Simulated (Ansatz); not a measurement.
# Os (fcc type): how the settings move a single-point run

Aim: see which settings change the result for Os (fcc type), by how much, and at what cost.

Method: reference: DFT, PBE, all-electron LAPW, scalar-relativistic, in Ansatz 0.2.0.

## (1) The starting structure

The structure is cubic, space group Fm-3m (No. 225). Conventional cell: a = 2.956 Å, b = 2.956 Å, c = 2.956 Å, α = 90.00°, β = 90.00°, γ = 90.00°. Around Os (site symmetry m-3m) lie 12 Os at 2.09 Å.

Coordinates:

```cif
data_structure
_symmetry_space_group_name_H-M 'P 1'
_symmetry_Int_Tables_number 1
_cell_length_a 2.0901
_cell_length_b 2.0901
_cell_length_c 2.0901
_cell_angle_alpha 60.000
_cell_angle_beta 60.000
_cell_angle_gamma 60.000
_cell_volume 6.46
loop_
_atom_site_label
_atom_site_type_symbol
_atom_site_fract_x
_atom_site_fract_y
_atom_site_fract_z
_atom_site_occupancy
Os1 Os 0.00000 0.00000 0.00000 1
```

## (2) The reference run

input.yaml

```yaml
crystal:
  lattice:
    - [0.0, 1.4778958921, 1.4778958921]
    - [1.4778958921, 0.0, 1.4778958921]
    - [1.4778958921, 1.4778958921, 0.0]
  atoms:
    - { symbol: Os, position: [0.0, 0.0, 0.0] }
kpoints:
  mp_grid: { grid: [17, 17, 17] }
  band_path:
    path:
      - [0.0, 0.0, 0.0]
      - [0.5, 0.0, 0.5]
      - [0.625, 0.25, 0.625]
      - [0.375, 0.375, 0.75]
      - [0.0, 0.0, 0.0]
      - [0.5, 0.5, 0.5]
      - [0.5, 0.25, 0.75]
      - [0.5, 0.0, 0.5]
    npoints: 8
scf:
  occupations: { method: fermi_dirac, width: 0.1 }
hamiltonian:
  xc: pbe
  pseudopotentials: { kind: all_electron, lapw: { basis_error: 0.001 } }
output:
  forces: true
  stress: true
  eigenvalues: true
  populations: true
  dos: { projected: true, de: 0.2, e_range: [-14, 8] }
```

Command:

```
$ ansatz run input.yaml --threads 1 --pin off --max-ram 2048MiB --backend cpu --events-out ev --progress --plain --runs-dir out
```

## (3) Changing settings: occupations.method gaussian, occupations.width 0.3, lower_state_search off

input.yaml: that of step 2 with these lines changed.

```diff
@@ -21,3 +21,4 @@
 scf:
-  occupations: { method: fermi_dirac, width: 0.1 }
+  occupations: { method: gaussian, width: 0.3 }
+  lower_state_search: "off"
 hamiltonian:
@@ -30,2 +31 @@
   populations: true
-  dos: { projected: true, de: 0.2, e_range: [-14, 8] }
```

**Question.** What will these runs give? Wanted: for each run, ending; energy change; pressure; gap; force.

As calculated:

| run | ending | energy change | pressure (GPa) | gap (eV) | force (eV/Å) | cycles | time |
| --- | --- | --- | --- | --- | --- | --- | --- |
| reference | converged | 0 | 1805.9 | 0.00 | 0.00 | 6 | 28 s |
| 1: occupations.method gaussian, occupations.width 0.3, lower_state_search off | converged | 0.0 meV/atom (σ→0) | 1805.9 | 0.00 | 0.00 | 6 | 28 s |

Times don't compare one to one where runs were asked for different outputs or read a saved state (see the inputs); cycles may leave out searches for a lower state.

Residual by cycle in the longest SCF loop of each run; runs are numbered as in the table. The quantity is the density residual dr2, in eV.

| cycle | reference | run 1 |
| --- | --- | --- |
| 1 | 0.0136 | 0.0136 |
| 2 | 0.00754 | 0.00756 |
| 3 | 0.00144 | 0.00145 |
| 4 | 7.5e-5 | 7.5e-5 |
| 5 | 8.8e-7 | 8.8e-7 |
| 6 | 2.1e-9 | 2.1e-9 |

What this shows: Changing the smearing and search for lower states hardly moves the energy: 0.0 meV/atom. The structure is not at rest: the sound run finds 1806 GPa, so these are no properties of the relaxed crystal. 
